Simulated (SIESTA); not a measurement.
MoS2 in SIESTA: the effect of basis

The system is MoS2.

```xyz
3
Lattice="1.5800 0.9122 6.1500 -1.5800 0.9122 6.1500 0.0000 -1.8244 6.1500" Properties=species:S:1:pos:R:3 pbc="T T T"
Mo    0.0000    0.0000    0.0000
S     0.0000    0.0000    7.6936
S     0.0000    0.0000    4.6125
```

Measurements of this composition are mostly on another form, of space group No. 194.

Alike in all runs:

| Quantity | Value |
| --- | --- |
| Program | SIESTA 5.4.2 |
| Task | single point |
| Functional | PBE |
| Potentials or basis | PseudoDojo 0.4 standard (PBE files) |
| Grid cutoff | 800 Ry |
| Energy shift | 0.003 Ry |
| k mesh | 7 × 7 × 7 |
| Occupations | fermi-dirac, width 0.05 eV |
| Spin | no spin polarisation |

| basis | gap on the mesh (eV) | pressure (GPa) | largest force (eV/Å) |
| --- | --- | --- | --- |
| SZ | 0.61 | 22.3 | 3.13 |
| SZP | 1.05 | 9.5 | 1.26 |
| DZ | 0.90 | 17.5 | 2.38 |
| DZP | 1.14 | 8.3 | 0.96 |
| TZP | ? | ? | ? |
| TZDP | 1.09 | 7.6 | 0.87 |

What does the run with basis TZP give?

gap on the mesh 1.12 eV; pressure 7.8 GPa; largest force 0.90 eV/Å.

Caveats: an odd mesh through Γ misses points on the zone boundary, where band edges often lie; the basis of atomic orbitals isn't converged, which shifts pressures, moduli and gaps; forces of over 1 eV/Å show positions far from the minimum, so gaps and moduli don't describe the material at rest (some runs); the basis has no polarisation orbitals (some runs).
